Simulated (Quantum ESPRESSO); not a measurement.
The system is Cu.

```
Cu
1.0
     1.21846   -3.97638    0.00000
     1.21846    3.97638    0.00000
     0.00000    0.00000    2.47550
Cu
2
Direct
  0.86613 0.13387 0.75000
  0.13387 0.86613 0.25000
```

This isn't the form of Cu at room conditions, which is fcc.

* Program: Quantum ESPRESSO 7.5
* Task: relaxation of cell and atoms
* Functional: PBEsol
* Dispersion: D4
* Potentials or basis: GBRV 1.5 PBEsol
* Cutoff: 762 eV
* Density cutoff: 6095 eV
* k mesh: 6 × 6 × 6
* Occupations: fermi-dirac, width 0.05 eV
* Spin: no spin polarisation

At the start: pressure -5.5 GPa; volume 11.99 Å³/atom.

**Question.** How do energy, volume and symmetry change on relaxing?

**Answer.** Over 8 steps the energy falls by 7.0 meV/atom and the volume is 11.56 Å³/atom (-3.6 %); space group Cmcm (No. 63, to 0.05 Å).

The path:
```csv
step,energy change (eV),largest force (eV/Å),pressure (GPa),volume (Å³)
1,0.0000,0.0063,-5.45,23.99
2,-0.0059,0.0173,-4.24,23.78
3,-0.0129,0.0507,0.65,23.06
4,-0.0134,0.0381,0.13,23.12
5,-0.0138,0.0154,-0.07,23.16
6,-0.0142,0.0177,-0.28,23.18
7,-0.0142,0.0199,-0.16,23.16
8,-0.0141,0.0128,0.08,23.13
```

Final structure:
```yaml
crystal:
  lattice:
    - [1.19406, -3.96583, 0.00000]
    - [1.19406, 3.96583, 0.00000]
    - [0.00000, 0.00000, 2.44208]
  atoms:
    - { symbol: Cu, position: [0.86686, 0.13314, 0.75000] }
    - { symbol: Cu, position: [0.13314, 0.86686, 0.25000] }
```

Caveat: the k mesh is coarse (spacing up to 0.45 Å⁻¹), so the values aren't converged; pairwise dispersion overbinds metals, which lowers pressure and volume.
